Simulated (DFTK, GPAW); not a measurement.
This is a calculation of Pb (Lead) for DFTK 0.8.2. 

File run.jl:

```julia
using DFTK
using PseudoPotentialData
using Unitful, UnitfulAtomic
using LinearAlgebra, Printf
include("save.jl")
disable_threading()

# lattice vectors are the columns
lattice = austrip(1u"Å") * [           0.0        2.47502        2.47502;
                  2.47502            0.0        2.47502;
                  2.47502        2.47502            0.0]
symbols   = [:Pb]
positions = [[0.0, 0.0, 0.0]]
pseudopotentials = PseudoFamily("dojo.nc.sr.pbesol.v0_4_1.standard.upf")
elements = Dict(s => ElementPsp(s, pseudopotentials) for s in unique(symbols))
atoms    = [elements[s] for s in symbols]

build_model(lattice, positions; symmetries=true) =
    model_DFT(lattice, atoms, positions;
              functionals=PBEsol(),
              temperature=austrip(0.05u"eV"),
              smearing=Smearing.FermiDirac(),
              symmetries)
Ecut  = 34.0  # hartree
kgrid = [9, 9, 9]
tol   = 1e-6
to_GPa = ustrip(uconvert(u"GPa", 1u"hartree/bohr^3"))

model = build_model(lattice, positions)
basis = PlaneWaveBasis(model; Ecut, kgrid)
display(basis)
scfres = self_consistent_field(basis;
                               tol,
                               nbandsalg=AdaptiveBands(model; n_bands_converge=12))
display(scfres.energies)
@printf "Fermi level: %.6f eV\n" ustrip(auconvert(u"eV", something(scfres.εF, NaN)))
forces = compute_forces_cart(scfres)
println("Forces (eV/Å)")
for (s, f) in zip(symbols, forces)
    @printf "%-3s %12.6f %12.6f %12.6f\n" s ustrip.(auconvert.(u"eV/Å", f))...
end
stress = compute_stresses_cart(scfres)
println("Stress (GPa)")
display(round.(stress * to_GPa; digits=4))
println("Levels at the first k-point (eV): ", round.(ustrip.(auconvert.(u"eV", scfres.eigenvalues[1][1:scfres.n_bands_converge])); digits=4))
save_scf!(scfres; forces, stress)
```

Potentials or basis: dojo.nc.sr.pbesol.v0_4_1.standard.upf (PBEsol).

The run is started by

```console
$ julia --threads=1 run.jl  # save.jl only writes the numbers to a file and isn't shown; printed stress counts tension as positive; times include loading and compiling
```

Problem. Set up the same calculation for GPAW 26.7.0 (ASE script). Potentials or basis there: PAW data sets generated for this functional, cutoff 600 eV.

Solution. As run (cutoffs and basis follow the program's own potentials, and thresholds, step limits or extra output files can differ):

The input run.py:

```python
from ase import Atoms
from ase.dft.bandgap import bandgap
from ase.io import write
from ase.units import GPa
from gpaw import GPAW, PW, setup_paths

setup_paths.insert(0, '.')

atoms = Atoms(['Pb'],
              cell=[[0.0, 2.47502, 2.47502],
                    [2.47502, 0.0, 2.47502],
                    [2.47502, 2.47502, 0.0]],
              scaled_positions=[[0.0, 0.0, 0.0]],
              pbc=True)

calc = GPAW(mode=PW(600),
            xc='PBEsol',
            kpts={'size': (9, 9, 9), 'gamma': True},
            occupations={'name': 'fermi-dirac', 'width': 0.05},
            nbands=14,
            convergence={'density': 1e-05, 'energy': 1e-05},
            maxiter=150,
            txt='gpaw.txt')
atoms.calc = calc
energy = atoms.get_potential_energy()
forces = atoms.get_forces()
stress = atoms.get_stress()
calc.write('gs.gpw')
write('result.traj', atoms)
print(f'Energy: {energy:.6f} eV')
print('Forces (eV/A):')
print(forces.round(4))
print('Stress (GPa):', (stress / GPa).round(3))
print('Fermi level:', round(calc.get_fermi_level(), 4), 'eV')
print(f'Gap: {bandgap(calc)[0]:.4f} eV, direct: {bandgap(calc, direct=True)[0]:.4f} eV')
```

Potentials or basis: PAW data sets generated in the run's folder for this functional, pw.

Launch:

```bash
$ gpaw-setup -f PBEsol Pb
$ OMP_NUM_THREADS=1 python run.py
```

Both were run:

|  | DFTK | GPAW |
| --- | --- | --- |
| Pressure | -0.6 GPa | -0.9 GPa |

Pressure is positive in compression.
